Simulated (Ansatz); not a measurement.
AlSb:
```xyz
2
Lattice="0.0000 3.0886 3.0886 3.0886 0.0000 3.0886 3.0886 3.0886 0.0000" Properties=species:S:1:pos:R:3 pbc="T T T"
Sb     4.6330     4.6330     4.6330
Al     0.0000     0.0000     0.0000
```

This is the r²SCAN-relaxed structure.

Question: All from r²SCAN (plane waves, PAW; program Ansatz), unless another level is named. Estimate the hole effective mass, band 3 of 3 at the edge.

Answer: 0.11 along [100], 0.084 along [110], 0.078 along [111] (mₑ).

Question: Predict the electron effective mass.

Answer: 0.22, 0.22, 1.2 mₑ (principal values).

Question: Give the HSE06 gap on the r²SCAN cell.

Answer: 1.78 eV.

Question: Give the weight of the valence-edge state by species (Voronoi cells).

Answer: Sb 70 %, Al 30 %.

Question: Predict the weight of the conduction-edge state by species (Voronoi cells).

Answer: Al 62 %, Sb 38 %.

Question: Next, the valence-band maximum?

Answer: at Γ.

Space group F-43m (zinc blende). The cell was relaxed with r²SCAN under the symmetry of its start; of distortions, only those at the zone centre were tested. Spin–orbit coupling is left out wherever it is not named.

Potentials: the later of the program's two PAW sets.
